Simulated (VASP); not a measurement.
# WC (Qusongite) (P-6m2) in VASP: notebook, part 2 of 2

VASP 6.6.1.

## Step 6: Electron localisation function, PBEsol+D4+U (atoms moved at random, drawn with an rms of 0.15 Å)

Input file INCAR:

```
  ALGO = Fast
  EDIFF = 1E-7
  ENCUT = 900
  GGA = PS
  ISIF = 2
  ISMEAR = 0
  IVDW = 13
  LASPH = True
  LCHARG = True
  LDAU = True
  LDAUJ = 0 0
  LDAUL = 2 -1
  LDAUPRINT = 1
  LDAUTYPE = 2
  LDAUU = 2 0
  LELF = True
  LMAXMIX = 4
  LREAL = False
  LWAVE = False
  NELM = 100
  PREC = Accurate
  SIGMA = 0.01
```

Input file KPOINTS:

```
k-points
0
Gamma
  10 10 9
```

Input file POSCAR:

```
WC
1.0
    2.9065000000      0.0000000000      0.0000000000
   -1.4532500000      2.5171028361      0.0000000000
    0.0000000000      0.0000000000      2.8366000000
W C
1 1
Direct
    0.0178460000      0.0089690000      0.0093730000
    0.5972170000      0.3186260000      0.5072040000
```

Potentials or basis: VASP PAW PBE potentials, release 64 (W_sv, C_h).

Command:

```console
> cat potpaw_PBE.64/W_sv/POTCAR potpaw_PBE.64/C_h/POTCAR > POTCAR
> mpirun -np 1 vasp_std > vasp.out
```

OUTCAR:

```text
EDIFF = 1E-7
   ENCUT = 900
   GGA = PS
   ISIF = 2
   ISMEAR = 0
   IVDW = 13
   LASPH = True
   LREAL = False
   NELM = 100
   PREC = Accurate

 ion  position               nearest neighbor table
   1  0.018  0.009  0.009-   2 2.03   2 2.04   2 2.25   2 2.26   2 2.32   2 2.33
   2  0.597  0.319  0.507-   1 2.03   1 2.04   1 2.25   1 2.26   1 2.32   1 2.33

  LATTYP: Found a hexagonal cell.
 ALAT       =     2.9065000000
 C/A-ratio  =     0.9759504559

  Lattice vectors:

[... 611 lines left out ...]

  DFT-D4 for vdW energy calculation

  Edisp (eV):   -0.56551

  FORCE on cell =-STRESS in cart. coord.  units (eV):
  Direction    XX          YY          ZZ          XY          YZ          ZX
  --------------------------------------------------------------------------------------
  -------------------------------------------------------------------------------------
  Total       0.85964     0.14635     1.54395     1.11344     0.03886     0.08274
  in kB      66.36784    11.29914   119.19977    85.96254     2.99980     6.38763
  external pressure =       65.62 kB  Pullay stress =        0.00 kB

 VOLUME and BASIS-vectors are now :
 -----------------------------------------------------------------------------
  energy-cutoff  :      900.00
  volume of cell :       20.75
      direct lattice vectors                 reciprocal lattice vectors
     2.906500000  0.000000000  0.000000000     0.344056425  0.198641070  0.000000000
    -1.453250000  2.517102836  0.000000000     0.000000000  0.397282139  0.000000000
     0.000000000  0.000000000  2.836600000     0.000000000  0.000000000  0.352534725

 POSITION                                       TOTAL-FORCE (eV/Angst)
 -----------------------------------------------------------------------------------
      0.03884      0.02258      0.02659        -3.607650     -1.369112     -0.107484
      1.27277      0.80201      1.43873         3.607650      1.369112      0.107484
 -----------------------------------------------------------------------------------
    total drift:                                0.000159      0.000059      0.000048

  FREE ENERGIE OF THE ION-ELECTRON SYSTEM (eV)
  ---------------------------------------------------
  free  energy   TOTEN  =       -21.7820997303 eV

  energy  without entropy=      -21.7820731914  energy(sigma->0) =      -21.78208646
```

stdout:

```text
POSCAR found type information on POSCAR W C
 POSCAR found :  2 types and       2 ions
 scaLAPACK will be used
 -----------------------------------------------------------------------------
|                                                                             |
|                                                                             |
|     You enforced a specific xc type in the INCAR file but a different       |
|     I HOPE YOU KNOW WHAT YOU ARE DOING!                                     |
|                                                                             |
 -----------------------------------------------------------------------------

 LDA part: xc-table for (Slater+PW92), standard interpolation
 POSCAR, INCAR and KPOINTS ok, starting setup
 FFT: planning ... GRIDC
 FFT: planning ... GRID_SOFT
 FFT: planning ... GRID
 WAVECAR not read
 entering main loop
WARNING in EDDRMM: call to ZHEGV failed, returncode =   8  4     13
WARNING in EDDRMM: call to ZHEGV failed, returncode =   8  4     12
WARNING in EDDRMM: call to ZHEGV failed, returncode =   8  4     12
WARNING in EDDRMM: call to ZHEGV failed, returncode =   8  4     11
```

Run time: 2.4 min. Hardware: 1 thread of AMD EPYC 9R45 (Zen 5), shared host; peak memory 0.38 GiB.

What came out:

```
Free energy                : -21.7821 eV
Pressure                   : 6.6 GPa
Largest force              : 3.860 eV/Å
Band gap on the k mesh     : none (metal or under the smearing width)
Dispersion energy per atom : -0.283 eV
```

Forces on the atoms (eV/Å):
```
W   -3.608 -1.369 -0.107
C    3.608  1.369  0.107
```

Stress tensor (GPa, compression positive):
```
 6.64  8.60  0.64
 8.60  1.13  0.30
 0.64  0.30 11.92
```

Eigenvalues of the final occupation matrices:
| site | spin | trace | eigenvalues |
| --- | --- | --- | --- |
| site 1 d | 1 | 1.74 | 0.28 0.34 0.36 0.38 0.38 |
| site 1 d | 2 | 1.74 | 0.28 0.34 0.36 0.38 0.38 |

Caveat: the cutoff is under 1.25 times the usual one of these potentials, so pressure, stress and relaxed cells hold a basis-set (Pulay) error; the PAW data sets were made with another functional, which shifts forces and pressure a little; U without spin polarisation on a metal has little footing; pairwise dispersion overbinds metals, which lowers pressure and volume; the U is typed as a test and isn't derived for this compound.

## Step 7: Overview

| task | level | potentials or basis | U | cell | cutoff (eV) | smearing | gap on the mesh (eV) | pressure (GPa) |
| --- | --- | --- | --- | --- | --- | --- | --- | --- |
| single point | PBE | VASP PAW PBE potentials, release 64 (W_sv, C) | - | as given | 520 | gaussian 0.012 eV | none | 6.7 |
| single point | PBE | VASP PAW PBE potentials, release 54 (W_sv, C) | - | as given | 520 | gaussian 0.02 eV | none | 6.7 |
| electron localisation function | PBEsol+D4+U | VASP PAW PBE potentials, release 64 (W_sv, C_h) | W d U = 2 eV | atoms moved at random, drawn with an rms of 0.15 Å | 900 | gaussian 0.01 eV | none | 6.6 |

Alike in all rows: no spin polarisation; k mesh 10 × 10 × 9.

Caveats: the cutoff is under 1.25 times the usual one of these potentials, so pressure, stress and relaxed cells hold a basis-set (Pulay) error (some runs); the PAW data sets were made with another functional, which shifts forces and pressure a little (some runs); U without spin polarisation on a metal has little footing (some runs); pairwise dispersion overbinds metals, which lowers pressure and volume (some runs); the U is typed as a test and isn't derived for this compound (some runs).

Absolute energies hang on the potentials; compare differences alone.
